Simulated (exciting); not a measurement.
# Se K-edge absorption of CaSe, all-electron BSE, part 3 of 3

Aim: the Se K absorption edge of CaSe with the electron–hole interaction treated explicitly, and what each term of the kernel does.

exciting sodium; X-ray absorption, core-level Bethe-Salpeter equation, exchange and statically screened direct term, Tamm-Dancoff, all-electron LAPW+lo LDA.

So far. Step 6 (Exchange alone): Maxima (height): 7.6 eV (0.95) and 16.7 eV (0.54). The spectrum is that of the independent-particle run within 1 %. Step 7 (Direct term alone): Maxima (height): 2.9 eV (1.00), 5.3 eV (1.00) and 15.3 eV (0.49). The spectrum is that of the singlet run within 1 %.

The database entry behind the starting cell differs from later determinations by our own check (0.1 to 0.3 % short, probably kX units), so it need not match the best structure at ambient conditions.

### Step 9. Ground state with other settings

Level of this step: all-electron LAPW+lo DFT, LDA, ZORA valence, Dirac core, self-consistent field (exciting).

In this try the input is made faulty on purpose, to show what that does.

input.xml reads:

```
<input>
  <title>CaSe</title>
  <structure speciespath="." autormt="false" epslat="1.0e-5">
    <crystal>
      <basevect>0.0000000000 5.5860304234 5.5860304234</basevect>
      <basevect>5.5860304234 0.0000000000 5.5860304234</basevect>
      <basevect>5.5860304234 5.5860304234 0.0000000000</basevect>
    </crystal>
    <species speciesfile="Se.xml" rmt="2.300">
      <atom coord="0.5000000000 0.5000000000 0.5000000000"/>
    </species>
    <species speciesfile="Ca.xml" rmt="2.464">
      <atom coord="0.0000000000 0.0000000000 0.0000000000"/>
    </species>
  </structure>
  <groundstate do="fromscratch" xctype="LDA_PW" ngridk="4 4 4" rgkmax="4.5" gmaxvr="14" nempty="8" swidth="0.001" maxscl="100" epsengy="1e-5"/>
</input>
```

SPECIES.xml, added lines reads:

```
<lo l="L">  <!-- L = 0, 1, 2 -->
  <wf matchingOrder="0" trialEnergy="0.1500" searchE="false"/>
  <wf matchingOrder="1" trialEnergy="0.1500" searchE="false"/>
  <wf matchingOrder="0" trialEnergy="0.9000" searchE="false"/>
</lo>
```

The run is started by

```bash
OMP_NUM_THREADS=1 mpirun -n 4 exciting
```

Numbers of over 12 decimals in the logs are rounded to 6 here.

What it wrote:

```text
EXCITING SODIUM started
********************************************************************************
* Ground-state run starting from atomic densities                              *
********************************************************************************
+ Starting initialization                                                      +
[... lattice and species ...]
 Spin treatment                             :    spin-unpolarised
 Number of Bravais lattice symmetries       :      48
[...]
+ Self-consistent loop stopped                                                 +
 STATE.OUT is written
********************************************************************************
* Groundstate module stopped                                                   *
********************************************************************************
 Total time spent (seconds)                 :        11.34
- CAUTION! Warnings have been written in file WARNING.OUT !                    -
| EXCITING SODIUM stopped                                                      =
[key lines of the parts left out:]
Total energy                               :     -3105.89535435
Fermi energy                               :         0.14088633
```

Run time: 12 s. Hardware: 4 MPI ranks of Arm Neoverse V2, shared host.

Against the second ground state the total energy moves by 1731 meV an atom and the gap by 0.33 eV.

### Step 10. Another input

Edit input.xml of step 9 so:

```diff
@@ -15,3 +15,20 @@
   </structure>
-  <groundstate do="fromscratch" xctype="LDA_PW" ngridk="4 4 4" rgkmax="4.5" gmaxvr="14" nempty="8" swidth="0.001" maxscl="100" epsengy="1e-5"/>
+  <groundstate do="skip" xctype="LDA_PW" ngridk="4 4 4" rgkmax="4.5" gmaxvr="14" nempty="8" swidth="0.001" maxscl="100" epsengy="1e-5"/>
+  <xs xstype="BSE" ngridk="5 5 5" ngridq="5 5 5" vkloff="0.097 0.273 0.493" rgkmax="4.5" nempty="29" gqmax="3" lmaxapwwf="5" lmaxemat="2" broad="0.04300" tevout="true">
+    <energywindow intv="457.980 459.597" points="439"/>
+    <screening screentype="full" nempty="48"/>
+    <BSE xas="true" xasspecies="1" xasatom="1" xasedge="K" bsetype="singlet" nstlxas="1 25"/>
+    <qpointset>
+      <qpoint>0 0 0</qpoint>
+    </qpointset>
+    <plan>
+      <doonly task="xsgeneigvec"/>
+      <doonly task="writepmatxs"/>
+      <doonly task="scrgeneigvec"/>
+      <doonly task="scrwritepmat"/>
+      <doonly task="screen"/>
+      <doonly task="scrcoulint"/>
+      <doonly task="exccoulint"/>
+    </plan>
+  </xs>
 </input>
```

The run is started by

```bash
OMP_NUM_THREADS=1 mpirun -n 4 exciting
```

What it wrote:

```text
| EXCITING SODIUM started for task xsgeneigvec ( 301)                          =
One-shot GS runs for BSE calculations
One-shot GS runs for k+qmt/2 grids
Info(xsgeneigvec): Generating eigenvectors for Q-point      1
Info(xsgeneigvec): Generation of eigenvectors finished
| EXCITING SODIUM started for task writepmatxs ( 320)                          =
Info(writepmatxs): Momentum matrix elements finished
| EXCITING SODIUM started for task scrgeneigvec ( 401)                         =
One-shot GS runs for BSE calculations
One-shot GS runs for k+qmt/2 grids
Info(xsgeneigvec): Generating eigenvectors for Q-point      1
Using screening GS parameters.
Info(xsgeneigvec): Generation of eigenvectors finished
| EXCITING SODIUM started for task scrwritepmat ( 420)                         =
Info(writepmatxs): Momentum matrix elements finished
Info(scrwritepmat): Momentum matrix elements for screening finished
| EXCITING SODIUM started for task screen ( 430)                               =
Info(screenlauncher): Calculating screening for unshifted q-grid.
Info(screenlauncher): Number of q points:      10
Info(screenlauncher): lowest (partially)  unoccupied state:     14
Info(screenlauncher): highest (partially) occupied state  :     13
Info(screenlauncher): number of occupied states considered:   13
Info(screenlauncher): number of unoccupied states considered:   49
Info(screenlauncher): Starting loop over q-points
Info(screenlauncher): Screening for unshifted q-grid finished
Info(screenlauncher): Screening finished
| EXCITING SODIUM started for task scrcoulint ( 440)                           =
Info(scrcoulintlauncher): Setting up screened Coulomb interaction matrix W.
Info(scrcoulintlauncher): Using momentum transfer vectors from list :   1 to  1
Info(scrcoulintlauncher): Calculating screened Coulomb interaction matrix W
Info(scrcoulintlauncher): Momentum transfer list index: iqmt=  1
Info(scrcoulintlauncher): Momentum transfer: vqmtl=   0.000   0.000   0.000
Info(scrcoulintlauncher): Calculating RR block of W
Info(scrcoulint): Inspecting occupations...
Info(setranges_modxs): Number of non-reduced k-points:      125
Info(setranges_modxs): Number of states considered:       43
Info(setranges_modxs): Number of (partially) occupied states:       18
Info(setranges_modxs): Highest (partially) occupied states:       13
Info(setranges_modxs): Number of (partially) unoccupied states:       30
Info(setranges_modxs): Lowest (partially) unoccupied states:       14
Info(scrcoulint): Selecting transitions...
Info(select_transitions): Inspecting transitions in the  band interval:
  lowest occupied state:   1
  highest occupied state:   2
  lowest unoccupied state:  14
  highest unoccupied state:  38
  Opening gap with a scissor of:      0.000/H      0.000/eV
Info(select_transitions): Number of participating transitions:    6250
Info(scrcoulint): Size of file SCCLI will be about     0.293367 GB
Info(scrcoulint): Using q-grid
Info(scrcoulint): Number of reduced q-points:     10
Info(scrcoulint): Number of non-reduced q-points:    125
Info(scrcoulint): Calculating W(G1,G2,qr) fourier coefficients
Info(scrcoulint): Calculating W matrix elements
Info(scrcoulintlauncher): Screened coulomb interaction finished for iqmt=   1
| EXCITING SODIUM started for task exccoulint ( 441)                           =
Info(exccoulintlauncher): Setting up exchange interaction matrix V.
Info(exccoulintlauncher): Using momentum transfer vectors from list :   1 to  1
Info(exccoulintlauncher):Calculating exchange interaction matrix V
Info(exccoulintlauncher): Momentum transfer list index: iqmt=  1
Info(exccoulintlauncher): Momentum transfer: vqmtl=   0.000   0.000   0.000
Info(exccoulintlauncher): Calculating RR block of V
Info(exccoulint): Inspecting occupations...
Info(setranges_modxs): Number of non-reduced k-points:      125
Info(setranges_modxs): Number of states considered:       43
Info(setranges_modxs): Number of (partially) occupied states:       18
Info(setranges_modxs): Highest (partially) occupied states:       13
Info(setranges_modxs): Number of (partially) unoccupied states:       30
Info(setranges_modxs): Lowest (partially) unoccupied states:       14
Info(exccoulint): Selecting transitions...
Info(select_transitions): Inspecting transitions in the  band interval:
  lowest occupied state:   1
  highest occupied state:   2
  lowest unoccupied state:  14
  highest unoccupied state:  38
  Opening gap with a scissor of:      0.000/H      0.000/eV
Info(select_transitions): Number of participating transitions:    6250
Info(exccoulint): Size of file EXCLI will be about     0.293367 GB
s): input%xs%gqmax >= gkmax:    3.000000000       1.956521739    
Warning(init2offs/xs): input%xs%gqmax >= gkmax:    3.000000000       1.956521739    
Warning(init2offs/xs): input%xs%gqmax >= gkmax:    3.000000000       1.956521739    
Warning(init2offs/xs): input%xs%gqmax >= gkmax:    3.000000000       1.956521739    
Warning(init2offs/xs): input%xs%gqmax >= gkmax:    3.000000000       1.956521739    
Warning(init2offs/xs): input%xs%gqmax >= gkmax:    3.000000000       1.956521739    
Warning(init2offs/xs): input%xs%gqmax >= gkmax:    3.000000000       1.956521739    
Warning(init2/xs): input%xs%gqmax >= gkmax:    3.000000000       1.956521739    
Warning(init2/xs): input%xs%gqmax >= gkmax:    3.000000000       1.956521739    
Warning(init2/xs): input%xs%gqmax >= gkmax:    3.000000000       1.956521739    
Warning(init2/xs): input%xs%gqmax >= gkmax:    3.000000000       1.956521739
```

Run time: 16 min. Hardware: 4 MPI ranks.

The run was cut off at its time limit.

What this input changed: basis cutoff rgkmax from 7 to 4.5.

### Step 11. From independent particles to the full kernel

```csv
level,curve passes 0.15 (eV),highest maximum (eV),its height
IP,0.3,7.6,0.95
RPA,0.3,7.6,0.95
direct only,-1.7,2.9,1.00
singlet,-1.7,2.9,1.00
```

```csv
E (eV),IP,RPA,direct only,singlet
-8.0,0.02,0.02,0.03,0.03
-7.0,0.02,0.02,0.03,0.03
-6.0,0.03,0.03,0.04,0.04
-5.0,0.03,0.03,0.05,0.05
-4.0,0.04,0.04,0.07,0.07
-3.0,0.05,0.05,0.09,0.09
-2.0,0.06,0.06,0.13,0.13
-1.0,0.08,0.08,0.22,0.22
0.0,0.13,0.13,0.41,0.41
1.0,0.22,0.22,0.69,0.69
2.0,0.34,0.34,0.91,0.91
3.0,0.49,0.49,1.00,1.00
4.0,0.60,0.60,0.97,0.97
5.0,0.65,0.65,0.99,0.99
6.0,0.76,0.76,0.97,0.97
7.0,0.91,0.91,0.76,0.76
8.0,0.92,0.92,0.53,0.53
9.0,0.68,0.68,0.40,0.40
10.0,0.50,0.50,0.37,0.37
11.0,0.45,0.45,0.36,0.36
12.0,0.40,0.40,0.35,0.35
13.0,0.38,0.38,0.38,0.38
14.0,0.41,0.41,0.45,0.45
15.0,0.47,0.47,0.49,0.49
16.0,0.53,0.53,0.48,0.48
17.0,0.54,0.54,0.44,0.44
18.0,0.51,0.51,0.41,0.41
19.0,0.48,0.48,0.41,0.41
20.0,0.49,0.49,0.42,0.42
21.0,0.51,0.51,0.44,0.44
```

### Step 12. What came out

| Item | Value |
| --- | --- |
| absorber and edge | Se K, atom 1 |
| surroundings | 6 Ca at 2.96 Å (octahedral, site symmetry m-3m) |
| first bright state | 0.06 eV from the Kohn–Sham onset, on this mesh |
| highest maximum | 2.9 eV |
| cost of the BSE run | 22 min on 4 MPI ranks of Arm Neoverse V2, shared host; the last task ran on as many threads |

What this shows: Is a core exciton bound? Undecided on this mesh: the first bright state (over 5 % of the brightest) lies at 0.06 eV from the Kohn–Sham onset and at -0.02 eV from the lowest bare transition of its own mesh; weaker or dark states reach down to -0.29 eV. Exchange alone changes the independent-particle spectrum by 0.0 % r.m.s. Leaving exchange out of the full kernel changes the spectrum by 0.0 % r.m.s. With 125 k points the binding energies are rough. The kernel cutoff is low for a compact core orbital, so the effect of exchange is a lower bound. The zero comes from the unshifted 4×4×4 ground-state mesh; it is exact only where the band minimum lies on that mesh. The Kohn–Sham onset, 12474 eV, is no photon energy (tabulated edge of the element: 12658 eV): the scale needs a rigid shift. No quasiparticle correction widens the gap or stretches the bands. Vibrations and energy-dependent lifetimes are left out. The structure is a published determination, not relaxed.

[Banner, clock and machine lines of the logs are left out without a mark of their own.]

[Logs are printed without paths, hosts, clocks, repeated set-up lines and the standing remarks that a program may print on its own settings, such as how far it seeks lower states.]

[Hosts, paths, dates, database ids (printed as entryN), source tags and the programs' standing remarks are cut or masked in the printed files.]
